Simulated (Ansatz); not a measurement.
Input, command and steps of an Ansatz relaxation.

```yaml
crystal:
  lattice:
    - [4.1496544191, 0.0, 0.0]
    - [-2.0748272096, 3.5937061439, 0.0]
    - [0.0, 0.0, 6.299718725]
  atoms:
    - { symbol: Mg, position: [0.6666666667, 0.3333333333, 0.4923853559] }
    - { symbol: Mg, position: [0.3333333333, 0.6666666667, 0.9923853559] }
    - { symbol: S, position: [0.3333333333, 0.6666666667, 0.3826136441] }
    - { symbol: S, position: [0.6666666667, 0.3333333333, 0.8826136441] }
basis:
  ecutwfc: 420
kpoints:
  mp_grid: { grid: [6, 6, 4] }
hamiltonian:
  xc: pbesol
scf:
  occupations: { method: gaussian, width: 0.02 }
output:
  forces: true
  stress: true
  eigenvalues: true
  write_density: true
  write_potential: true
  elf: true
  volumetric_format: npy
relax:
  adjacent_minimum: "off"
  f_tol: 0.008
  max_steps: 40
  cell: { stress_tol: 0.015, fix: [a, b, gamma] }
```

```bash
ansatz run input.yaml --threads 1 --pin off --max-ram 2560MiB --backend cpu --events-out ev --progress --plain --runs-dir out
```

Level of theory: DFT PBEsol, scalar-relativistic, plane waves, PAW (Ansatz 0.2.0).

Of 5 frames 4 are shown, positions in Å and forces in eV/Å; the SCF threshold varies from step to step. Steps run on the plane waves of an earlier cell, with a Pulay correction in the pressure. The basis is chosen afresh for the last frame, the zero of the energies, and at times for earlier ones too; energy and pressure step there, also at an unchanged geometry.

```xyz
4
Lattice="4.1497 0.0000 0.0000 -2.0748 3.5937 0.0000 0.0000 0.0000 6.2997" Properties=species:S:1:pos:R:3:forces:R:3 pbc="T T T" step=1 free_energy_over_end_meV_per_atom=2.20 pressure_GPa=-2.31
Mg    2.0748    1.1979    3.1019    0.0000    0.0000   -0.0829
Mg    0.0000    2.3958    6.2517    0.0000    0.0000   -0.0829
S     0.0000    2.3958    2.4104    0.0000    0.0000    0.0829
S     2.0748    1.1979    5.5602    0.0000    0.0000    0.0829
4
Lattice="4.1497 0.0000 0.0000 -2.0748 3.5937 0.0000 0.0000 0.0000 6.2377" Properties=species:S:1:pos:R:3:forces:R:3 pbc="T T T" step=2 free_energy_over_end_meV_per_atom=0.77 pressure_GPa=-1.91
Mg    2.0748    1.1979    3.0600    0.0000    0.0000   -0.0621
Mg    0.0000    2.3958    6.1788    0.0000    0.0000   -0.0621
S     0.0000    2.3958    2.3981    0.0000    0.0000    0.0621
S     2.0748    1.1979    5.5169    0.0000    0.0000    0.0621
4
Lattice="4.1497 0.0000 0.0000 -2.0748 3.5937 0.0000 0.0000 0.0000 6.1722" Properties=species:S:1:pos:R:3:forces:R:3 pbc="T T T" step=3 free_energy_over_end_meV_per_atom=0.01 pressure_GPa=-1.52
Mg    2.0748    1.1979    3.0113    0.0000    0.0000   -0.0081
Mg    0.0000    2.3958    6.0974    0.0000    0.0000   -0.0081
S     0.0000    2.3958    2.3893    0.0000    0.0000    0.0081
S     2.0748    1.1979    5.4754    0.0000    0.0000    0.0081
4
Lattice="4.1497 0.0000 0.0000 -2.0748 3.5937 0.0000 0.0000 0.0000 6.1603" Properties=species:S:1:pos:R:3:forces:R:3 pbc="T T T" step=5 free_energy_over_end_meV_per_atom=0.00 pressure_GPa=-1.44
Mg    2.0748    1.1979    3.0028    0.0000    0.0000   -0.0017
Mg    0.0000    2.3958    6.0829    0.0000    0.0000   -0.0017
S     0.0000    2.3958    2.3875    0.0000    0.0000    0.0017
S     2.0748    1.1979    5.4676    0.0000    0.0000    0.0017
```

It took 18 s on 1 thread of Arm Neoverse V2 (shared host), peak memory 0.35 GiB.